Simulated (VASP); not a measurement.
# ZnO (I4/mmm) in VASP: further runs

One crystal, ZnO, is run at these levels: LDA; tasks: single point.

All numbers are computed with VASP 6.6.1; they aren't measurements. Logs are shortened: lines on timing, memory, paths and dates and some standing lists are left out, and cuts for length are marked.

### 1 The cell of the first run

It takes space group I4/mmm (No. 139, tetragonal). Conventional cell: a = 2.915 Å, b = 2.915 Å, c = 4.447 Å, α = 90.00°, β = 90.00°, γ = 90.00°. Around Zn (site symmetry 4/mmm) lie 6 O at 2.06 to 2.22 Å. Around O (site symmetry 4/mmm) lie 6 Zn at 2.06 to 2.22 Å.

Measurements of this composition are mostly on another form, of space group No. 186.

### 2 Single point, LDA (strain -0.050 along x and y, +0.025 along z, atoms carried along)

INCAR reads:

```
SYSTEM = ZnO
ALGO = Fast
EDIFF = 1E-6
ENCUT = 520
GGA = CA
ISIF = 2
ISMEAR = 0
LASPH = .TRUE.
LCHARG = .FALSE.
LREAL = .FALSE.
LWAVE = .FALSE.
NBANDS = 16
NELM = 100
PREC = Accurate
SIGMA = 0.05
```

KPOINTS reads:

```
k-points
0
G
  12 12 12
  0 0 0
```

POSCAR reads:

```
ZnO
1.0
    0.0000000000      2.0609699000      2.2236780500
    2.0609699000      0.0000000000      2.2236780500
    2.0609699000      2.0609699000      0.0000000000
Zn O
1 1
Direct
    0.0000000000      0.0000000000      0.0000000000
    0.5000000000      0.5000000000      0.5000000000
```

Potentials or basis: VASP PAW LDA potentials, release 64 (Zn, O).

Started as:

```sh
$ cat potpaw_LDA.64/Zn/POTCAR potpaw_LDA.64/O/POTCAR > POTCAR
$ mpirun -np 1 vasp_std > vasp.out
```

OUTCAR:

```text
SYSTEM = ZnO
   EDIFF = 1E-6
   ENCUT = 520
   GGA = CA
   ISIF = 2
   ISMEAR = 0
   LASPH = .TRUE.
   LREAL = .FALSE.
   NELM = 100
   PREC = Accurate

 ion  position               nearest neighbor table
   1  0.000  0.000  0.000-   2 2.06   2 2.06   2 2.06   2 2.06   2 2.22   2 2.22
   2  0.500  0.500  0.500-   1 2.06   1 2.06   1 2.06   1 2.06   1 2.22   1 2.22

  LATTYP: Found a body centered tetragonal cell.
 ALAT       =     2.9146515842
 C/A-ratio  =     1.5258620015

  Lattice vectors:

 A1 = (  -2.0609699000,   0.0000000000,   2.2236780500)
 A2 = (   2.0609699000,   0.0000000000,   2.2236780500)
 A3 = (   0.0000000000,   2.0609699000,  -2.2236780500)

Analysis of symmetry for initial positions (statically):
=====================================================================
 Subroutine PRICEL returns:
 Original cell was already a primitive cell.

 Routine SETGRP: Setting up the symmetry group for a
 body centered tetragonal supercell.

 Subroutine GETGRP returns: Found 16 space group operations
 (whereof 16 operations were pure point group operations)
 out of a pool of 16 trial point group operations.

The static configuration has the point symmetry D_4h.

Analysis of symmetry for dynamics (positions and initial velocities):
=====================================================================
 Subroutine PRICEL returns:
 Original cell was already a primitive cell.

 Routine SETGRP: Setting up the symmetry group for a
 body centered tetragonal supercell.

 Subroutine GETGRP returns: Found 16 space group operations
 (whereof 16 operations were pure point group operations)
 out of a pool of 16 trial point group operations.

The dynamic configuration has the point symmetry D_4h.

 Subroutine INISYM returns: Found 16 space group operations
 (whereof 16 operations are pure point group operations),
 and found     1 'primitive' translations

----------------------------------------------------------------------------------------

                                     Primitive cell

  volume of cell :      18.8906

  direct lattice vectors                    reciprocal lattice vectors
     0.000000000  2.060969900  2.223678050    -0.242604222  0.242604222  0.224852694
     2.060969900  0.000000000  2.223678050     0.242604222 -0.242604222  0.224852694
     2.060969900  2.060969900  0.000000000     0.242604222  0.242604222 -0.224852694

  length of vectors
     3.031887366  3.031887366  2.914651584     0.410210131  0.410210131  0.410210131

  position of ions in fractional coordinates (direct lattice)
     0.000000000  0.000000000  0.000000000
     0.500000000  0.500000000  0.500000000

  ion indices of the primitive-cell ions
   primitive index   ion index
                 1           1
                 2           2

----------------------------------------------------------------------------------------

 KPOINTS: k-points

Automatic generation of k-mesh.
 Grid dimensions read from file:
 generate k-points for:   12   12   12

 Generating k-lattice:

  Cartesian coordinates                     Fractional coordinates (reciprocal lattice)
    -0.020217019  0.020217019  0.018737724     0.083333333  0.000000000  0.000000000
     0.020217019 -0.020217019  0.018737724     0.000000000  0.083333333  0.000000000
     0.020217019  0.020217019 -0.018737724     0.000000000  0.000000000  0.083333333

  Length of vectors
     0.034184178  0.034184178  0.034184178

  Shift w.r.t. Gamma in fractional coordinates (k-lattice)
     0.000000000  0.000000000  0.000000000

 Subroutine IBZKPT returns following result:
 ===========================================

 Found    163 irreducible k-points:

 Following reciprocal coordinates:
            Coordinates               Weight
  0.000000  0.000000  0.000000      1.000000
  0.083333 -0.000000  0.000000      8.000000
  0.166667  0.000000  0.000000      8.000000
  0.250000 -0.000000  0.000000      8.000000
  0.333333  0.000000  0.000000      8.000000
  0.416667 -0.000000  0.000000      8.000000
[... 16 lines left out ...]
  0.500000  0.166667  0.000000      8.000000
 -0.416667  0.166667  0.000000      8.000000
 [... further k-points ...]
   k-points           NKPTS =    163   k-points in BZ     NKDIM =    163   number of bands    NBANDS=     16
   number of dos      NEDOS =    301   number of ions     NIONS =      2
   total plane-waves  NPLWV =  13824
   dimension x,y,z NGX =    24 NGY =   24 NGZ =   24
   dimension x,y,z NGXF=    48 NGYF=   48 NGZF=   48
   ions per type =               1   1
   NGX,Y,Z   is equivalent  to a cutoff of  13.16, 13.16, 13.69 a.u.
   NGXF,Y,Z  is equivalent  to a cutoff of  26.32, 26.32, 27.38 a.u.
 SYSTEM =  ZnO
   PREC   = accura    normal or accurate (medium, high low for compatibility)
   ISTART =      0    job   : 0-new  1-cont  2-samecut
   ICHARG =      2    charge: 1-file 2-atom 10-const
   ISPIN  =      1    spin polarized calculation?
   LNONCOLLINEAR =      F non collinear calculations
   LSORBIT =      F    spin-orbit coupling
   LASPH  =      T    aspherical Exc in radial PAW
   ENCUT  =  520.0 eV  38.22 Ry    6.18 a.u.   5.64  5.64  5.42*2*pi/ulx,y,z
   NELM   =    100;   NELMIN=  2; NELMDL= -5     # of ELM steps
   EDIFF  = 0.1E-05   stopping-criterion for ELM
   LREAL  =      F    real-space projection
   EDIFFG = 0.1E-04   stopping-criterion for IOM
   NSW    =      0    number of steps for IOM
   IBRION =     -1    ionic relax: 0-MD 1-quasi-New 2-CG
   NFREE  =      0    steps in history (QN), initial steepest desc. (CG)
   ISIF   =      2    stress and relaxation
   ISYM   =      2    0-nonsym 1-usesym 2-fastsym
   POTIM  = 0.5000    time-step for ionic-motion
   TEBEG  =    0.0;   TEEND  =   0.0 temperature during run
   PSTRESS=    0.0 pullay stress
   NELECT =      18.0000    total number of electrons
   NUPDOWN=      -1.0000    fix difference up-down
   EMIN   =  10.00;   EMAX   =-10.00  energy-range for DOS
   EFERMI =   0.00;   METHOD = LEGACY
   ISMEAR =     0;   SIGMA  =   0.05  broadening in eV -4-tet -1-fermi 0-gaus
   EFERMI_NEDOS =   21; number of points for ismear=-14 and -15
   IALGO  =     68    algorithm
   IMIX   =      4    mixing-type and parameters
     AMIX     =   0.40;   BMIX     =  1.00
     AMIX_MAG =   1.60;   BMIX_MAG =  1.00
  volume/ion in A,a.u.               =       9.45        63.74
  Fermi-wavevector in a.u.,A,eV,Ry     =   1.610957  3.044267 35.309598  2.595182
  Thomas-Fermi vector in A             =   2.706424
   LORBIT       =      0    0 simple, 1 ext, 2 COOP (PROOUT), +10 PAW based schemes
   GGA     = CA    functional components
   LHFCALC =     F    Hartree Fock is set to
   AEXX    =    0.0000 exact exchange contribution
   IVDW    =     0    specifies the selected vdW correction
   LEPSILON=     F    determine dielectric tensor
   LRPA    =     F    only Hartree local field effects (RPA)
 non-spin polarized calculation
 RMM-DIIS sequential band-by-band and
 Gauss-broadening in eV      SIGMA  =   0.05
  energy-cutoff  :      520.00
  volume of cell :       18.89
 maximum number of plane-waves:       533
   NGX = 11   NGY = 11   NGZ = 11

 number of electron      17.9999994 magnetization

 Free energy of the ion-electron system (eV)
  ---------------------------------------------------
  ext. energy  EPLUGINS =         0.00000000
  ---------------------------------------------------
  free energy    TOTEN  =       -10.33682460 eV

  energy without entropy =      -10.33682460  energy(sigma->0) =      -10.33682460

 E-fermi :   3.3131     XC(G=0): -12.9948

 val. band max:        3.1171829481   @ k =   0.5000  -0.0000   0.0000
 cond. band min:       3.9767172061   @ k =   0.0000   0.0000   0.0000
 fundamental gap:      0.8595342580
 Fermi energy:         3.3130614161

 k-point     1 :       0.0000    0.0000    0.0000
  band No.  band energies     occupation
      1     -15.8725      2.00000
      2      -2.2795      2.00000
      3      -2.1412      2.00000
      4      -2.1412      2.00000
      5      -2.0537      2.00000
      6      -1.8763      2.00000
[... 8 lines left out ...]
     15      21.2325      0.00000
     16      23.4315      0.00000

 k-point     2 :       0.0833   -0.0000    0.0000
  band No.  band energies     occupation
      1     -15.7862      2.00000
      2      -2.3083      2.00000
      3      -2.1979      2.00000
      4      -2.1392      2.00000
      5      -2.0939      2.00000
      6      -1.9921      2.00000
[... 8 lines left out ...]
     15      22.7384      0.00000
     16      23.1742      0.00000

 k-point     3 :       0.1667    0.0000    0.0000
  band No.  band energies     occupation
      1     -15.5397      2.00000
      2      -2.5475      2.00000
      3      -2.4321      2.00000
      4      -2.3654      2.00000
      5      -2.0491      2.00000
      6      -2.0231      2.00000
[... 8 lines left out ...]
     15      23.2243      0.00000
     16      23.3175      0.00000

 k-point     4 :       0.2500   -0.0000    0.0000
  band No.  band energies     occupation
      1     -15.1745      2.00000
      2      -3.2036      2.00000
      3      -2.7233      2.00000
      4      -2.7192      2.00000
      5      -1.9407      2.00000
      6      -1.9334      2.00000
[... 8 lines left out ...]
     15      24.1720      0.00000
     16      24.1807      0.00000
[... 324 lines left out ...]
 k-point    22 :       0.4167    0.1667    0.0000
  band No.  band energies     occupation
      1     -14.6031      2.00000
      2      -3.9206      2.00000
      3      -3.0466      2.00000
      4      -2.7827      2.00000
      5      -1.8628      2.00000
      6      -1.7402      2.00000
[... 8 lines left out ...]
     15      26.2498      0.00000
     16      28.8743      0.00000

 k-point    23 :       0.5000    0.1667    0.0000
  band No.  band energies     occupation
      1     -14.3338      2.00000
      2      -4.3979      2.00000
      3      -3.1931      2.00000
      4      -3.0469      2.00000
      5      -1.7567      2.00000
      6      -1.7275      2.00000
[... 8 lines left out ...]
     15      26.1131      0.00000
     16      28.8381      0.00000

 k-point    24 :      -0.4167    0.1667    0.0000
  band No.  band energies     occupation
      1     -14.2430      2.00000
      2      -4.6288      2.00000
      3      -3.2010      2.00000
      4      -3.1809      2.00000
      5      -1.7581      2.00000
      6      -1.6897      2.00000
[... 8 lines left out ...]
     15      25.7036      0.00000
     16      27.1508      0.00000

 [... further k-points ...]

------------------------ aborting loop because EDIFF is reached ----------------------------------------

  FORCE on cell =-STRESS in cart. coord.  units (eV):
  Direction    XX          YY          ZZ          XY          YZ          ZX
  --------------------------------------------------------------------------------------
  -------------------------------------------------------------------------------------
  Total        0.4648388      0.4648388     -0.5732122      0.0000000      0.0000000      0.0000000
  in kB       39.4246406     39.4246406    -48.6161798      0.0000000      0.0000000      0.0000000
  external PRESSURE =      10.0777005 kB  Pullay stress =       0.0000000 kB

 VOLUME and BASIS-vectors are now :
 -----------------------------------------------------------------------------
  energy-cutoff  :      520.00
  volume of cell :       18.89
      direct lattice vectors                 reciprocal lattice vectors
     0.000000000  2.060969900  2.223678050    -0.242604222  0.242604222  0.224852694
     2.060969900  0.000000000  2.223678050     0.242604222 -0.242604222  0.224852694
     2.060969900  2.060969900  0.000000000     0.242604222  0.242604222 -0.224852694

 POSITION                                       TOTAL-FORCE (eV/Angst)
 -----------------------------------------------------------------------------------
      0.00000      0.00000      0.00000        -0.000000      0.000000     -0.000000
      2.06097      2.06097      2.22368         0.000000     -0.000000      0.000000
 -----------------------------------------------------------------------------------
    total drift:                                0.000000     -0.000000     -0.000000

  FREE ENERGIE OF THE ION-ELECTRON SYSTEM (eV)
  ---------------------------------------------------
  free  energy   TOTEN  =       -10.3368245990 eV

  energy  without entropy=      -10.3368245989  energy(sigma->0) =      -10.33682460
```

It took 22 s on 1 thread of Intel Xeon Platinum 8488C (Sapphire Rapids), shared host; peak memory 0.15 GiB.

Results:

- Free energy: -10.3368 eV
- Pressure: 1.0 GPa
- Band gap on the k mesh: 0.86 eV, indirect (least direct gap 2.41 eV)

Levels at points of the mesh, in eV from the valence-band top:
```
           k point  band 5  band 6  band 7  band 8  band 9  band 10  band 11  band 12  band 13  band 14
(0.00, 0.00, 0.00)   -5.17   -4.99   -1.91   -1.91   -1.55     0.86    17.62    17.67    17.99    17.99
(0.50, 0.00, 0.00)   -4.88   -4.79   -3.96   -0.49    0.00     5.08     9.06    11.84    13.36    19.22
(0.50, 0.50, 0.00)   -4.74   -4.74   -4.42   -3.12   -3.12     4.09     9.81    11.64    15.98    15.98
(0.50, 0.00, 0.50)   -4.78   -4.63   -4.21   -3.77   -3.01     3.94    10.69    10.86    14.22    15.79
```

A k mesh can miss the band edges.

### 3 Single point, LDA (strain +0.025 along x and y, -0.025 along z, atoms carried along)

INCAR reads:

```
SYSTEM = ZnO
PREC = Accurate
ENCUT = 520
EDIFF = 1E-6
ISMEAR = 0
SIGMA = 0.05
LREAL = .FALSE.
LASPH = .TRUE.
NELM = 100
ALGO = Normal
ISIF = 2
LWAVE = .FALSE.
LCHARG = .FALSE.
GGA = CA
NBANDS = 16
```

KPOINTS reads:

```
regular mesh
0
G
  12 12 12
  0 0 0
```

POSCAR reads:

```
ZnO
1.0
    0.0000000000      2.2236780500      2.1152059500
    2.2236780500      0.0000000000      2.1152059500
    2.2236780500      2.2236780500      0.0000000000
Zn O
1 1
Direct
    0.0000000000      0.0000000000      0.0000000000
    0.5000000000      0.5000000000      0.5000000000
```

Potentials or basis: VASP PAW LDA potentials, release 64 (Zn, O).

Started as:

```sh
$ cat potpaw_LDA.64/Zn/POTCAR potpaw_LDA.64/O/POTCAR > POTCAR
$ mpirun -np 1 vasp_std > vasp.out
```

Wall time 19 s (1 thread of Intel Xeon Platinum 8488C (Sapphire Rapids), shared host); peak memory 0.16 GiB.

Results (log left out):

```yaml
Free_energy: -10.2399 eV
Pressure: -16.5 GPa
Band_gap_on_the_k_mesh: 0.48 eV, indirect (least direct gap 1.65 eV)
```

Stress tensor (GPa, compression positive):
```
-16.98   0.00   0.00
  0.00 -16.98   0.00
  0.00   0.00 -15.60
```

Levels at points of the mesh, in eV from the valence-band top:
```
           k point  band 7  band 8  band 9  band 10  band 11  band 12
(0.00, 0.00, 0.00)   -1.46   -1.17   -1.17     0.48    17.28    17.28
(0.50, 0.00, 0.00)   -3.76   -0.24    0.00     5.10     8.29    11.63
(0.50, 0.50, 0.00)   -4.18   -2.71   -2.71     3.62    10.48    10.52
(0.50, 0.00, 0.50)   -4.26   -2.80   -2.32     3.64     9.79    11.13
```

Caveat: so large a pressure means that the cell lies far from this level's equilibrium, or that cutoff or potentials fall short.
